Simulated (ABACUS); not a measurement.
ZrN:

```xyz
2
Lattice="0.0000 2.3000 2.3000 2.3000 0.0000 2.3000 2.3000 2.3000 0.0000" Properties=species:S:1:pos:R:3 pbc="T T T"
Zr    2.3000    2.3000    2.3000
N     0.0000    0.0000    0.0000
```

Base run:

| Item | Value |
| --- | --- |
| Program | ABACUS 3.10.1 |
| Functional | LDA |
| Potentials or basis | SG15 ONCV 1.2 PBE |
| Cutoff | 1361 eV |
| Density cutoff | 5442 eV |
| Basis | DZP LCAO (the cutoffs set its grid) |
| k mesh | 7 × 7 × 7 |
| Occupations | fermi-dirac, width 0.05 eV |
| Spin | no spin polarisation |

Its results: band gap on the k mesh none (metal or under the smearing width); pressure -9.4 GPa.

Question: After a change of settings the same cell gave: band gap on the k mesh none (metal or under the smearing width); pressure 7.6 GPa. Which change was it?
A. functional from LDA to BLYP
B. functional from LDA to PBEsol
C. functional from LDA to AM05
D. functional from LDA to PBE

Answer: A.

BLYP binds less tightly than LDA, so the same cell stands under more pressure.

Caveats: the atomic orbitals were generated for these runs and aren't a published set; the potentials were made for another functional, which shifts forces and pressure; the basis of atomic orbitals isn't converged, which shifts pressures, moduli and gaps.
